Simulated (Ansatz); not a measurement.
InP (Fm-3m), two-dimensional strain map

These are results of Ansatz, DFT PBE, scalar-relativistic, plane waves, PAW, not measurements. The runs took a 420 eV cutoff, a Γ-centred 18×18×18 mesh and Gaussian smearing (0.15 eV). No spin polarisation. Energies are free energies at this smearing, counted from the undisturbed cell; pressure is positive in compression.

Zero of the scan (relaxed at this level; this rock-salt form isn't the usual structure):

```
CELL_PARAMETERS angstrom
0.00000 2.77016 2.77016
2.77016 0.00000 2.77016
2.77016 2.77016 0.00000
ATOMIC_POSITIONS crystal
In 0.00000 0.00000 0.00000
P 0.50000 0.50000 0.50000
```

The cell is strained by p along both x and y and by q along z, fractional coordinates fixed. Points are written (p, q).

Energy above the undisturbed cell in meV/atom (a dash: not computed):

```csv
p \ q,-0.030,-0.015,0.000,0.015,0.030
-0.030,44.6,31.8,24.5,21.7,22.6
-0.015,20.5,–,5.8,–,8.8
0.000,9.9,2.3,0.0,2.0,7.7
0.015,10.6,–,5.2,–,17.0
0.030,20.6,17.6,19.5,25.6,35.1
```

Pressure in GPa:

```
 p \ q  -0.030  -0.015  0.000  0.015  0.030
-0.030     8.4     6.8    5.3    4.1    3.0
-0.015     5.2       –    2.4      –    0.3
 0.000     2.6     1.2    0.0   -1.0   -1.9
 0.015     0.4       –   -2.0      –   -3.7
 0.030    -1.5    -2.6   -3.6   -4.5   -5.2
```